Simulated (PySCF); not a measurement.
CHF3.
Atom-mapped SMILES: `[F:1][CH:2]([F:3])[F:4]` (hydrogens: H5 on C2)

Method: PBE0-D3(BJ)/def2-SVP geometry optimisation, gas phase in PySCF; density fitting, grid level 1; the optimiser is geomeTRIC in internal coordinates, started from an MMFF94s structure with every atom displaced at random (about 0.03 Å).

Step 0: E = -9187.6598 eV
```
atom  x, y, z in Å  |  force x, y, z in eV/Å
F1      0.8457    1.0273   -0.3637   -1.854  -2.919   0.962
C2      0.0030   -0.0565    0.0638    0.741   1.482  -3.772
F3      0.4495   -1.2361   -0.5145   -1.059   2.609   1.059
F4     -1.2546    0.2613   -0.3774    2.107  -0.958   0.620
H5      0.0312   -0.1065    1.1297    0.065  -0.215   1.132
```

Step 1: E = -9187.5926 eV
```
atom  x, y, z in Å  |  force x, y, z in eV/Å
F1      0.7751    0.9470   -0.3753    1.516   0.630   0.156
C2      0.0079   -0.0533    0.0452    3.912   1.000   2.158
F3      0.4038   -1.1338   -0.5229    1.141  -2.424  -0.649
F4     -1.1101    0.2249   -0.3513   -7.141   1.156  -2.046
H5     -0.0019   -0.0953    1.1422    0.572  -0.362   0.381
```

Step 2: E = -9188.0346 eV
```
atom  x, y, z in Å  |  force x, y, z in eV/Å
F1      0.8151    0.9539   -0.3613   -0.084  -0.246   0.130
C2      0.0066   -0.0425    0.0395    1.203   0.914   0.545
F3      0.4276   -1.1546   -0.5157    0.095  -0.603  -0.183
F4     -1.1946    0.2315   -0.3652   -1.358   0.124  -0.543
H5      0.0202   -0.0987    1.1406    0.145  -0.189   0.051
```

Step 3: E = -9188.0665 eV
```
atom  x, y, z in Å  |  force x, y, z in eV/Å
F1      0.8146    0.9555   -0.3598   -0.017  -0.085   0.101
C2      0.0130   -0.0284    0.0459    0.281   0.198  -0.077
F3      0.4207   -1.1578   -0.5107    0.109  -0.208  -0.016
F4     -1.2082    0.2292   -0.3837   -0.355   0.091   0.002
H5      0.0348   -0.1090    1.1463   -0.018   0.005  -0.010
```

**Question.** Estimate the geometry and energy of step 4. (The exact step hangs on the optimiser's Hessian estimate; all steps are aligned on step 3, rigid shifts and turns removed.)

**Answer.** E = -9188.0689 eV, largest force 0.142 eV/Å
```
atom  x, y, z in Å  |  force x, y, z in eV/Å
F1      0.8153    0.9551   -0.3550    0.043   0.001  -0.074
C2      0.0157   -0.0263    0.0401   -0.006  -0.050   0.133
F3      0.4268   -1.1649   -0.5083   -0.040   0.083  -0.026
F4     -1.2167    0.2334   -0.3788    0.013  -0.018  -0.044
H5      0.0337   -0.1077    1.1400   -0.009  -0.015   0.012
```

The energy changes by -0.0024 eV. The first-order estimate −F·Δx gives -0.0078 eV and the mean of the old and new forces, exact on a quadratic surface, -0.0026 eV. The step makes an angle of 41° with the force vector and moves no atom by more than 0.011 Å.

The cost below is that of the whole optimisation. On Intel Xeon Platinum 8259CL at 2.50 GHz, one thread, on a shared host, this took 9.3 s and 0.28 GiB of memory at its peak.
